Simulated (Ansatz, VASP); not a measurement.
TaSi2 in VASP and in Ansatz

INCAR

```
ALGO = Normal ; EDIFF = 1E-6
EDIFFG = -0.04 ; ENCUT = 600
GGA = PE ; IBRION = 2
ISIF = 3 ; ISMEAR = 0
LASPH = T ; LCHARG = F
LREAL = F ; LWAVE = F
NELM = 80 ; NSW = 90
PREC = Accurate ; SIGMA = 0.1
```

KPOINTS

```
k-points
0
Gamma
  6 6 6
```

Contents of POSCAR:

```
TaSi2
1.0
    4.3311293382      0.0000000000      0.0000000000
   -2.1655646691      3.7508680340      0.0000000000
    0.0000000000      0.0000000000      2.7086262175
Ta Si
1 2
Direct
    0.0000000000      0.0000000000      0.5000000000
    0.3333333333      0.6666666667      0.0000000000
    0.6666666667      0.3333333333      0.0000000000
```

Input for Ansatz:

```yaml
crystal:
  lattice:
    - [4.3311293382, 0.0, 0.0]
    - [-2.1655646691, 3.750868034, 0.0]
    - [0.0, 0.0, 2.7086262175]
  atoms:
    - { symbol: Ta, position: [0.0, 0.0, 0.5] }
    - { symbol: Si, position: [0.3333333333, 0.6666666667, 0.0] }
    - { symbol: Si, position: [0.6666666667, 0.3333333333, 0.0] }
basis:
  ecutwfc: 420
kpoints:
  mp_grid: { grid: [6, 6, 6] }
hamiltonian:
  xc: pbe
scf:
  occupations: { method: gaussian, width: 0.1 }
  lower_state_search: "off"
output:
  forces: true
  stress: true
  eigenvalues: true
relax:
  adjacent_minimum: "off"
  f_tol: 0.04
  max_steps: 70
  cell: { stress_tol: 0.4 }
```

Alike in both runs: task relaxation of cell and atoms; functional PBE; k mesh 6 × 6 × 6; occupations gaussian, width 0.1 eV; no spin polarisation.

```csv
,VASP,Ansatz
version,VASP 6.6.1,Ansatz 0.2.0
potentials or method,"VASP PAW PBE potentials, release 64 (Ta_pv, Si)","scalar-relativistic, plane waves, PAW"
plane-wave cutoff (eV),600,420
valence electrons in the cell,19,21
```

|  | VASP | Ansatz | Ansatz less VASP |
| --- | --- | --- | --- |
| gap on the k mesh at the Fermi level, each at its own relaxed structure (eV) | none | none | - |
| relaxed volume (Å³/atom) | 14.93 | 14.88 | -0.040 |
| relaxed cell length with the largest relative difference (Å) | 4.418 | 4.412 | -0.0054 |
| energy change over the relaxation (meV/atom) | -10 | -10 | +0.1 |

A gap of «none» marks a metal or a gap that the smearing closes. The two sets of potentials don't hold the same shells in valence.

Caveats: the k mesh is coarse (spacing up to 0.39 Å⁻¹), so the values aren't converged. The runs have no spin-orbit coupling, so splittings on Ta are missing.
